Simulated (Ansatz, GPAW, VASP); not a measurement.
# One calculation of C, 3 ways

```
CELL_PARAMETERS angstrom
0.00000 1.78337 1.78337
1.78337 0.00000 1.78337
1.78337 1.78337 0.00000
ATOMIC_POSITIONS crystal
C 0.75000 0.75000 0.75000
C 0.50000 0.50000 0.50000
```

Alike in all runs: task single point; functional PBE; k mesh 13 × 13 × 13; occupations gaussian, width 0.015 eV; no spin polarisation; no spin-orbit coupling. Pressure is positive in compression and, in plane waves, holds the error of the finite cutoff.

```csv
program and potentials,plane-wave cutoff (eV),notes,pressure (GPa)
"Ansatz, all-electron LAPW, scalar-relativistic",-,-,1.75
"VASP, PBE PAW files C, 520 eV",520,-,2.46
"GPAW, GPAW PAW data sets (gpaw-data 1.2.1)",800,-,1.42
```

The pressure spans 1.42 (GPAW, GPAW PAW data sets (gpaw-data 1.2.1)) to 2.46 GPa (VASP, PBE PAW files C, 520 eV), with all-electron results at 1.75.

The functional is the same throughout but for its coding, so the spread measures potentials, basis and numerics; runs on potential files found faulty are left out.
